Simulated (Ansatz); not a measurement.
## Ionic part of the dielectric constant of BN at 18 GPa, mode by mode

Theory: DFT PBE+D3(BJ), scalar-relativistic, plane waves, PAW in Ansatz 0.2.0. Cutoff 420 eV, 12×12×12 k-points (Γ-centred), fixed occupations. No spin polarisation. Phonons by linear response, acoustic sum rule imposed.

Symmetry: R3m, No. 160, trigonal system. Conventional cell: a = 2.474 Å, b = 2.474 Å, c = 8.054 Å, α = 90.00°, β = 90.00°, γ = 120.00°. B (site symmetry 3m) has 3 N at 1.43 Å as nearest neighbours. N (site symmetry 3m) has 3 B at 1.43 Å as nearest neighbours.

The primitive cell has V = 14.23 Å³ and ε∞,zz = 3.927. Each polar mode adds Δε = (4.92064×10⁷/V)·S/ν² along z, with S its oscillator strength in e²/amu, ν in cm⁻¹ and V in Å³.

Q: From these modes, find each Δε and ε0,zz.
| ν (cm⁻¹) | S_zz (e²/amu) |
| --- | --- |
| 655.3 | 0.257 |
| 1425.9 | 0.01374 |

A:
| ν (cm⁻¹) | Δε |
| --- | --- |
| 655.3 | 2.07 |
| 1425.9 | 0.02 |

The sum is 2.093, so ε0,zz = 6.02; the run's tensor has 6.02.

Q: Where do the longitudinal modes lie for a wave vector along z?

A: At 809, 1431 cm⁻¹. The Lyddane–Sachs–Teller product Π(ν_LO/ν_TO)² = 1.53 matches ε0/ε∞ = 1.53.

This form isn't the usual stable structure of the compound at low pressure.

Cost: 1 run of about 0.9 core-minutes, on AMD EPYC 7R43 (Zen 3) (shared hosts).